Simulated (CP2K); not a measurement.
Runs of CP2K 2026.2 on Al. It takes space group Im-3m (No. 229, cubic). The conventional cell has a = 3.182 Å, b = 3.182 Å, c = 3.182 Å, α = 90.00°, β = 90.00°, γ = 90.00°. Al (site symmetry m-3m) has 8 Al at 2.76 Å as nearest neighbours. This isn't the form of Al at room conditions, which is fcc.

| task | level | potentials or basis | cell | smearing | k points reduced by the point group | NGRIDS | potentials | EXTRAPOLATION | optimiser | gap on the mesh (eV) | pressure (GPa) |
| --- | --- | --- | --- | --- | --- | --- | --- | --- | --- | --- | --- |
| single point | LDA | GTH_POTENTIALS Al GTH-PADE-q3; TZVP-MOLOPT-PBE-GTH basis | as given | gaussian 0.05 eV | yes | 5 | Al GTH-PADE-q3 of GTH_POTENTIALS | - | - | none | -0.1 |
| single point | RPBE | POTENTIAL_UZH Al GTH-PBE-q3; TZVP-MOLOPT-PBE-GTH basis | as given | gaussian 0.02 eV | yes | 4 | Al GTH-PBE-q3 of POTENTIAL_UZH | - | - | none | 3.5 |
| relaxation of cell and atoms | LDA | GTH_POTENTIALS Al GTH-PADE-q3; TZVP-MOLOPT-PBE-GTH basis | relaxed | gaussian 0.01 eV | - | 5 | Al GTH-PADE-q3 of GTH_POTENTIALS | USE_PREV_P | BFGS | none | 0.0 |
| atomic charges | RPBE+D3(BJ) | POTENTIAL_UZH Al GTH-PBE-q3; TZVP-MOLOPT-PBE-GTH basis | volume scaled by 1.25 | fermi-dirac 0.02 eV | yes | 4 | Al GTH-PBE-q3 of POTENTIAL_UZH | - | - | none | (a) |
| single point | LDA | GTH_POTENTIALS Al GTH-PADE-q3; TZVP-MOLOPT-PBE-GTH basis | as given | gaussian 0.02 eV | yes | 4 | Al GTH-PADE-q3 of GTH_POTENTIALS | - | - | none | -0.2 |

Alike in all rows: no spin polarisation; k mesh 12 × 12 × 12.

**Question.** Fill in the values left out.

**Answer.** (a) -23.6.

Caveats: the basis of atomic orbitals isn't converged, which shifts pressures, moduli and gaps; the potentials were made for another functional, which shifts forces and pressure (some runs); the printed path begins after the first move (some runs); the real-space grid breaks the cell's symmetry a little (some runs); so large a pressure means that the cell lies far from this level's equilibrium, or that cutoff or potentials fall short (some runs); pairwise dispersion overbinds metals, which lowers pressure and volume (some runs).

A gap of «none» marks a metal or a gap under the smearing width.
